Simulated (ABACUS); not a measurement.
**GaP in ABACUS: the effect of exact exchange share**

The system is GaP.

```
Ga P
1.0
     0.00000    2.72525    2.72525
     2.72525    0.00000    2.72525
     2.72525    2.72525    0.00000
Ga P
1 1
Direct
  0.00000 0.00000 0.00000
  0.75000 0.75000 0.75000
```

Alike in all runs:

```yaml
Program: ABACUS 3.10.1
Task: single point
Potentials_or_basis: SG15 ONCV 1.2 PBE
Cutoff: 1361 eV
Density_cutoff: 5442 eV
Basis: DZP LCAO (the cutoffs set its grid)
k_mesh: 4 × 4 × 4
Occupations: fermi-dirac, width 0.05 eV
Spin: no spin polarisation
```

| exact exchange share | functional | gap on the mesh (eV) |
| --- | --- | --- |
| 0 | PBE | 1.65 |
| 0.1 | HSE-type (share 0.1, screening 0.11/bohr) | 1.92 |
| 0.25 | HSE-type (share 0.25, screening 0.11/bohr) | ? |
| 0.4 | HSE-type (share 0.4, screening 0.11/bohr) | 2.79 |

**Question.** What does the run with exact exchange share 0.25 give?

**Answer.** gap on the mesh 2.35 eV.

Worked out: A straight line through the other rows of the gap on the mesh, of slope 2.86 eV per unit of exact exchange share, gives 2.36 eV, against the run's 2.35.

Caveats: all runs use coarse meshes; the atomic orbitals were generated for these runs and aren't a published set; the basis of atomic orbitals isn't converged, which shifts pressures, moduli and gaps; gaps of hybrids in this basis differ from plane-wave ones by up to 0.1 eV (some runs).

A k mesh can miss the band edges.
